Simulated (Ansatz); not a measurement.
## In-113 nuclear quadrupole resonance in In2O3

Cell: a computed structure from the Materials Project (it need not be an observed phase), its atoms then relaxed with PBE in this cell.

```cif
data_In2O3
_symmetry_space_group_name_H-M 'R-3c:H'
_symmetry_Int_Tables_number 167
_cell_length_a 5.5162
_cell_length_b 5.5162
_cell_length_c 14.5911
_cell_angle_alpha 90.000
_cell_angle_beta 90.000
_cell_angle_gamma 120.000
loop_
_atom_site_label
_atom_site_type_symbol
_atom_site_symmetry_multiplicity
_atom_site_Wyckoff_symbol
_atom_site_fract_x
_atom_site_fract_y
_atom_site_fract_z
In In 12 c 0.0000 0.0000 0.1423
O O 18 e 0.6296 0.9630 0.9167
```

One atom of each set is listed; the run and its k-mesh use a cell of 10 atoms with edges of 5.81, 5.81, 5.81 Å.

All values are calculated (Ansatz; DFT, PBE, plane waves and PAW, scalar-relativistic, 420 eV cutoff, Γ-centred 6×6×6 k-points, Fermi–Dirac smearing 0.01 eV), not measured.

In-113: I = 9/2, Q = 761.0 mb (year-2017 value). Static lattice, zero field.

(1) The simulated lines lie at 3.55, 7.11, 10.7, 14.2 MHz. What are |C_Q|, η and |V_zz| at In?

Results:

(1) For I = 9/2 and η = 0 the lines are |C_Q|/24 times 1, 2, 3 and 4; η shifts the lowest up most. Here |C_Q| = 85.3 MHz, η = 0.00 and |V_zz| = 4.64 × 10²¹ V/m². The calculation gives V_zz positive; the lines don't show the sign. The site has 6 O at 2.13–2.27 Å.

An axis of threefold or higher order runs through In, so V_zz lies along it and η is zero.

At this cell the PBE pressure is 5 GPa, so with PBE the cell would grow if it were relaxed. The entry's cell may itself be off. Without spin–orbit coupling (the program notes it for In) the gradients can shift somewhat, as the gap is small.
